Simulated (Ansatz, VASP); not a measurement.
## Two plane-wave programs on As

The input INCAR:

```
ALGO = Normal
EDIFF = 1E-7
EDIFFG = -0.01
ENCUT = 600
GGA = PS
IBRION = 2
ISIF = 3
ISMEAR = -1
LASPH = T
LCHARG = F
LREAL = F
LWAVE = F
NELM = 100
NSW = 80
PREC = Accurate
SIGMA = 0.1
```

KPOINTS

```
k-points
0
Gamma
  13 13 13
```

File POSCAR:

```
As
1.0
   -1.6601131187      1.6601131187      1.6601131187
    1.6601131187     -1.6601131187      1.6601131187
    1.6601131187      1.6601131187     -1.6601131187
As
1
Direct
    0.0000000000      0.0000000000      0.0000000000
```

Input for Ansatz:

```yaml
crystal:
  lattice:
    - [-1.6601131187, 1.6601131187, 1.6601131187]
    - [1.6601131187, -1.6601131187, 1.6601131187]
    - [1.6601131187, 1.6601131187, -1.6601131187]
  atoms:
    - { symbol: As, position: [0.0, 0.0, 0.0] }
hamiltonian:
  xc: pbesol
  pseudopotentials:
    kind: paw
    azcp:
      As: "pseudopotentials/As.paw.azcp"
basis:
  ecutwfc: 420
  fft_grid_basis: typed
kpoints:
  mp_grid: { grid: [13, 13, 13], shift: [0, 0, 0] }
magnetization:
  spin_polarized: false
scf:
  occupations: { method: fermi_dirac, width: 0.1 }
relax:
  max_steps: 60
  f_tol: 0.01
  cell: {}
```

The cell was built by a generator and needn't be a form met in nature.

Alike in both runs: task relaxation of cell and atoms; functional PBEsol; k mesh 13 × 13 × 13; occupations fermi-dirac, width 0.1 eV; no spin polarisation.

|  | VASP | Ansatz |
| --- | --- | --- |
| version | VASP 6.6.1 | Ansatz 0.2.0 |
| potentials or method | VASP PAW PBE potentials, release 64 (As) | plane waves (420 eV) with PAW, scalar-relativistic |
| plane-wave cutoff (eV) | 600 | 420 |
| valence electrons in the cell | 5 | 15 |

```csv
,VASP,Ansatz,Ansatz less VASP
relaxed volume (Å³/atom),18.18,18.13,-0.044
relaxed cell length with the largest relative difference (Å),2.869,2.867,-0.0023
```

The two sets of potentials don't hold the same shells in valence. Ansatz warned: «pseudo_functional_mismatch».

Caveats: the PAW data sets were made with another functional, which shifts forces and pressure a little (VASP).
